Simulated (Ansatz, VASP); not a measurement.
## Two plane-wave programs on Na

The input INCAR:

```
SYSTEM = Na
PREC = Accurate
ENCUT = 520
EDIFF = 1E-8
ISMEAR = -1
SIGMA = 0.05
LREAL = .False.
LASPH = .True.
NELM = 80
ALGO = Normal
ISIF = 2
LWAVE = .False.
LCHARG = .False.
LEFG = .True.
NBANDS = 14
```

KPOINTS

```
regular mesh
0
Gamma
  11 11 6
  0 0 0
```

The input POSCAR:

```
Na
1.0
    3.8165724849      0.0000000000      0.0000000000
   -1.9082862425      3.3052487273      0.0000000000
    0.0000000000      0.0000000000      6.2349829711
Na
2
Direct
    0.3333333333      0.6666666667      0.2500000000
    0.6666666667      0.3333333333      0.7500000000
```

Input for Ansatz:

```yaml
crystal:
  lattice:
    - [3.8165724849, 0.0, 0.0]
    - [-1.9082862425, 3.3052487273, 0.0]
    - [0.0, 0.0, 6.2349829711]
  atoms:
    - { symbol: Na, position: [0.3333333333, 0.6666666667, 0.25] }
    - { symbol: Na, position: [0.6666666667, 0.3333333333, 0.75] }
kpoints:
  mp_grid: { grid: [11, 11, 6] }
scf:
  occupations: { method: fermi_dirac, width: 0.05 }
hamiltonian:
  xc: lda
  pseudopotentials: { kind: paw }
output:
  forces: true
  stress: true
  eigenvalues: true
  efg: { contact_densities: true }
  write_density: true
  write_potential: true
  elf: true
  volumetric_format: npy
```

Change from the starting cell: volume scaled by 1.04, PAW files.

Alike in both runs: task electric field gradients; functional LDA; k mesh 11 × 11 × 6; occupations fermi-dirac, width 0.05 eV; no spin polarisation.

|  | VASP | Ansatz |
| --- | --- | --- |
| version | VASP 6.6.1 | Ansatz 0.2.0 |
| potentials or method | VASP PAW LDA potentials, release 64 (Na_pv) | PAW with Ansatz's default frozen-core files, scalar-relativistic |
| plane-wave cutoff (eV) | 520 | 420 |
| valence electrons in the cell | 14 | 18 |

VASP gave:

* pressure (GPa): -1.1
* largest component of the traceless stress (GPa): 0.16
* Vzz of the field gradient on the site that differs most (V/Å²): -0.5

Q: Which values does Ansatz return?

A: Pressure (GPa): -1.1; largest component of the traceless stress (GPa): 0.16; Vzz of the field gradient on the site that differs most (V/Å²): -0.4.

The two sets of potentials don't hold the same shells in valence.
